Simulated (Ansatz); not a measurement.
# Every step of a relaxation of ZrS2

DFT, PBEsol, PAW with Ansatz's default frozen-core files, scalar-relativistic (Ansatz 0.2.0); a Γ-centred 8×8×4 k mesh, Fermi–Dirac smearing of 0.02 eV, no spin polarisation. The run relaxes cell and atoms at a target pressure of 0 GPa.

Command: `ansatz run input.yaml --threads 1 --pin off --max-ram 3072MiB --backend cpu --events-out ev --progress --plain --runs-dir out` It took 20 s on 1 thread of Intel(R) Xeon(R) Platinum 8259CL CPU @ 2.50GHz (Skylake/Cascade Lake) (shared host), peak memory 0.4 GiB.

PAW: frozen-core files, cutoff 420 eV; forces are relaxed below 0.005 eV/Å.

Each step lists its free energy a cell above the last geometry, the pressure, the cell vectors (Å), and Cartesian positions (Å) with forces (eV/Å).

The first step:

```
step 1  dF = 24.34 meV  P = -2.52 GPa
  cell 3.6914 0.0000 0.0000  -1.8457 3.1968 0.0000  0.0000 0.0000 6.0411
  Zr 0.0000 0.0000 0.0000   0.0000 0.0000 0.0000
  S 1.8457 1.0656 4.6038   0.0000 0.0000 0.1522
  S 0.0000 2.1312 1.4372   0.0000 0.0000 -0.1522
```

The PAW files were made under PBE.

Q: Where does the relaxation end, and by which steps?

A: After 6 geometries, with conventional a, b, c = 3.629, 3.629, 5.886 Å, at 22.372 Å³/atom (-5.86 % against the start) in space group P-3m1, with a shortest distance of 2.549 Å. The further steps:
```
step 2  dF = 16.09 meV  P = 1.56 GPa
  cell 3.5741 0.0000 0.0000  -1.7871 3.0953 0.0000  0.0000 0.0000 5.9910
  Zr 0.0000 0.0000 0.0000   0.0000 0.0000 0.0000
  S 1.7871 1.0318 4.5123   0.0000 0.0000 -0.0036
  S 0.0000 2.0635 1.4787   0.0000 0.0000 0.0036
step 3  dF = 0.96 meV  P = -0.18 GPa
  cell 3.6300 0.0000 0.0000  -1.8150 3.1436 0.0000  0.0000 0.0000 5.9761
  Zr 0.0000 0.0000 0.0000   0.0000 0.0000 0.0000
  S 1.8150 1.0479 4.5230   0.0000 0.0000 0.0076
  S 0.0000 2.0958 1.4531   0.0000 0.0000 -0.0076
step 4  dF = 0.38 meV  P = -0.07 GPa
  cell 3.6285 0.0000 0.0000  -1.8143 3.1424 0.0000  0.0000 0.0000 5.9415
  Zr 0.0000 0.0000 0.0000   0.0000 0.0000 0.0000
  S 1.8143 1.0475 4.4886   0.0000 0.0000 0.0011
  S 0.0000 2.0949 1.4530   0.0000 0.0000 -0.0011
step 5  dF = 0.01 meV  P = 0.03 GPa
  cell 3.6282 0.0000 0.0000  -1.8141 3.1421 0.0000  0.0000 0.0000 5.8770
  Zr 0.0000 0.0000 0.0000   0.0000 0.0000 0.0000
  S 1.8141 1.0474 4.4248   0.0000 0.0000 -0.0016
  S 0.0000 2.0947 1.4522   0.0000 0.0000 0.0016
step 6  dF = 0.00 meV  P = 0.00 GPa
  cell 3.6285 0.0000 0.0000  -1.8143 3.1424 0.0000  0.0000 0.0000 5.8861
  Zr 0.0000 0.0000 0.0000   0.0000 0.0000 0.0000
  S 1.8143 1.0475 4.4338   0.0000 0.0000 0.0001
  S 0.0000 2.0949 1.4523   0.0000 0.0000 -0.0001
step 7  dF = 0.31 meV  P = 0.00 GPa  (same geometry on a basis chosen anew; earlier energies don't compare to the last digit)
  cell 3.6285 0.0000 0.0000  -1.8143 3.1424 0.0000  0.0000 0.0000 5.8861
  Zr 0.0000 0.0000 0.0000   0.0000 0.0000 0.0000
  S 1.8143 1.0475 4.4338   0.0000 0.0000 -0.0001
  S 0.0000 2.0949 1.4523   0.0000 0.0000 0.0001
```
